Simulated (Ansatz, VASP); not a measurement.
One calculation of Sc, two programs

```
Sc
1.0
     3.14458    0.00000    0.00000
    -1.57229    2.72329    0.00000
     0.00000    0.00000    4.87609
Sc
2
Direct
  0.33333 0.66667 0.25000
  0.66667 0.33333 0.75000
```

Change from the starting cell: volume scaled by 0.88, LAPW.

Alike in both runs: task single point; functional PBEsol; k mesh 15 × 15 × 8; occupations fermi-dirac, width 0.1 eV; no spin polarisation.

```csv
,VASP,Ansatz
version,VASP 6.6.1,Ansatz 0.2.0
potentials or method,"VASP PAW PBE potentials, release 64 (Sc_sv), cutoff 520 eV","all-electron LAPW, scalar-relativistic"
```

```tsv
	VASP	Ansatz	Ansatz less VASP
pressure (GPa)	8.9	8.9	-0.03
```

Ansatz ran all-electron here, so the differences hold the error of VASP's frozen core and of both bases.

Caveats: the PAW data sets were made with another functional, which shifts forces and pressure a little (VASP).
